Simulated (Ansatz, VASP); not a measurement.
Hf: VASP beside Ansatz

```
CELL_PARAMETERS angstrom
0.00000 3.11458 3.11458
3.11458 0.00000 3.11458
3.11458 3.11458 0.00000
ATOMIC_POSITIONS crystal
Hf 0.12500 0.12500 0.12500
Hf 0.87500 0.87500 0.87500
```

The cell was built by a generator and needn't be a form met in nature.

Alike in both runs: task relaxation of cell and atoms; functional revPBE; k mesh 9 × 9 × 9; occupations fermi-dirac, width 0.1 eV; no spin polarisation.

|  | VASP | Ansatz |
| --- | --- | --- |
| version | VASP 6.6.1 | Ansatz 0.2.0 |
| potentials or method | VASP PAW PBE potentials, release 64 (Hf_pv) | plane waves (420 eV) with PAW, scalar-relativistic |
| plane-wave cutoff (eV) | 600 | 420 |
| valence electrons in the cell | 20 | 52 |

```csv
,VASP,Ansatz,Ansatz less VASP
relaxed volume (Å³/atom),36.11,36.37,+0.259
relaxed cell length with the largest relative difference (Å),4.674,4.685,+0.0111
energy change over the relaxation (meV/atom),-100,-110,-9.8
```

The two sets of potentials don't hold the same shells in valence.

Caveats: the volume moved by over 15 % at a fixed basis, so the end points are rough (VASP); the PAW data sets were made with another functional, which shifts forces and pressure a little (VASP). The runs have no spin-orbit coupling, so splittings on Hf are missing.
